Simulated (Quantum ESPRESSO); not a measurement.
Crystal: Cr.

```xyz
2
Lattice="2.7140 0.0000 0.0000 -1.3570 2.3504 0.0000 0.0000 0.0000 4.4100" Properties=species:S:1:pos:R:3 pbc="T T T"
Cr    1.3570    0.7835    3.3075
Cr    0.0000    1.5669    1.1025
```

This isn't the form of Cr at room conditions, which is bcc.

```yaml
Program: Quantum ESPRESSO 7.5
Task: single point
Functional: PBE
Potentials_or_basis: SSSP 1.3 efficiency PBE
Cutoff: 748 eV
Density_cutoff: 5987 eV
k_mesh: 11 × 11 × 6
Occupations: fermi-dirac, width 0.05 eV
Spin: collinear spin, ferromagnetic start
Starting_moments: "[3.0, 3.0] μB"
```

On this cell: pressure -25.1 GPa; largest force under 0.003 eV/Å; net moment 1.84 μB per cell; site moments Cr +0.85 μB; band gap on the k mesh none (metal or under the smearing width).

The same run follows on a disturbed copy (atoms moved at random, drawn with an rms of 0.05 Å):

```xyz
2
Lattice="2.7140 0.0000 0.0000 -1.3570 2.3504 0.0000 0.0000 0.0000 4.4100" Properties=species:S:1:pos:R:3 pbc="T T T"
Cr    1.3866    0.7851    3.2815
Cr    0.0005    1.5516    1.1229
```

What changes?

The energy (extrapolated to zero smearing) moves by +0.5 meV/atom; pressure -24.7 GPa; largest force 0.109 eV/Å; net moment 1.92 μB per cell; site moments Cr +0.88 μB; band gap on the k mesh none (metal or under the smearing width).

Forces on the atoms (eV/Å):
```
Cr   0.031  0.018  0.103
Cr  -0.031 -0.018 -0.103
```

Stress tensor (GPa, compression positive):
```
-25.56   0.52   0.02
  0.52 -26.16   0.01
  0.02   0.01 -22.45
```

Caveats: so large a pressure means that the cell lies far from this level's equilibrium, or that cutoff or potentials fall short (some runs).
